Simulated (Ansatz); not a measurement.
# Hf: the crystal squeezed far

How does Hf (bcc type) answer strong compression? Methods of the runs shown: PAW. Its runs: cell relaxed at zero pressure (PAW); volume scaled by 1 (PAW); volume scaled by 0.95 (PAW); volume scaled by 0.85 (PAW and PAW (level accurate)); volume scaled by 0.75 (PAW); volume scaled by 0.65 (PAW and PAW (core large)); volume scaled by 0.55 (PAW and PAW (level accurate)); volume scaled by 0.45 (PAW); volume scaled by 0.4 (PAW and PAW (core large)).

Computed with Ansatz 0.2.0 (DFT PBE, with the methods named in each step, unless a step's input says otherwise).

### 1 Starting point

The structure is cubic, space group Im-3m (No. 229). Conventional cell: a = 3.560 Å, b = 3.560 Å, c = 3.560 Å, α = 90.00°, β = 90.00°, γ = 90.00°. Hf (site symmetry m-3m) is surrounded by 8 Hf at 3.08 Å.

Structure file:

```
Hf
1.0
    -1.78005    1.78005    1.78005
     1.78005   -1.78005    1.78005
     1.78005    1.78005   -1.78005
Hf
1
Direct
  0.00000 0.00000 0.00000
```

Whether this phase is the stable one at these pressures isn't tested.

### 2 Cell relaxed at zero pressure, PAW

input.yaml

```yaml
crystal:
  lattice:
    - [-1.7800523908, 1.7800523908, 1.7800523908]
    - [1.7800523908, -1.7800523908, 1.7800523908]
    - [1.7800523908, 1.7800523908, -1.7800523908]
  atoms:
    - { symbol: Hf, position: [0.0, 0.0, 0.0] }
kpoints:
  mp_grid: { grid: [17, 17, 17] }
scf:
  occupations: { method: fermi_dirac, width: 0.08 }
hamiltonian:
  xc: pbe
  pseudopotentials: { kind: paw }
output:
  forces: true
  stress: true
relax:
  f_tol: 0.005
  max_steps: 40
  cell: {}
```

The run is started by

```
$ ansatz run input.yaml --threads 1 --pin off --max-ram 2048MiB --backend cpu --events-out ev --progress --plain --runs-dir out
```

Further steps of the session: Volume scaled by 1, PAW; Volume scaled by 0.95, PAW; Volume scaled by 0.85, PAW; Volume scaled by 0.85, PAW (level accurate); Volume scaled by 0.75, PAW; Volume scaled by 0.65, PAW; Volume scaled by 0.65, PAW (core large); Volume scaled by 0.55, PAW; Volume scaled by 0.55, PAW (level accurate); Volume scaled by 0.45, PAW; Volume scaled by 0.4, PAW; Volume scaled by 0.4, PAW (core large).

**Question.** What will these runs give? Wanted: PAW pressure at 0.4 of the volume; PAW; fitted bulk modulus at zero pressure.

The runs gave:

| quantity | value |
| --- | --- |
| PAW pressure at 0.4 of the volume | 485.7 GPa |
| PAW (core large) pressure at 0.4 of the volume | 485.7 GPa |
| fitted bulk modulus at zero pressure (PAW) | 85 GPa |
| its pressure derivative | 3.93 |

What this shows: By PAW the pressure climbs to 486 GPa at 0.4 of the first volume. A third-order Birch-Murnaghan curve fits the range only roughly (B₀ = 85 GPa, B′ = 3.93, misfit at most 6.38 GPa). A fit over so wide a range leans to the high pressures, so B₀ can be off by several per cent. No all-electron run checks these rows here, and frozen cores can fail under such compression. The ions are at rest, and the electrons smeared by 0.08 eV. Spin-orbit coupling is left out, though the cell holds Hf; in elements this heavy it can shift bands and gaps by tenths of an eV.
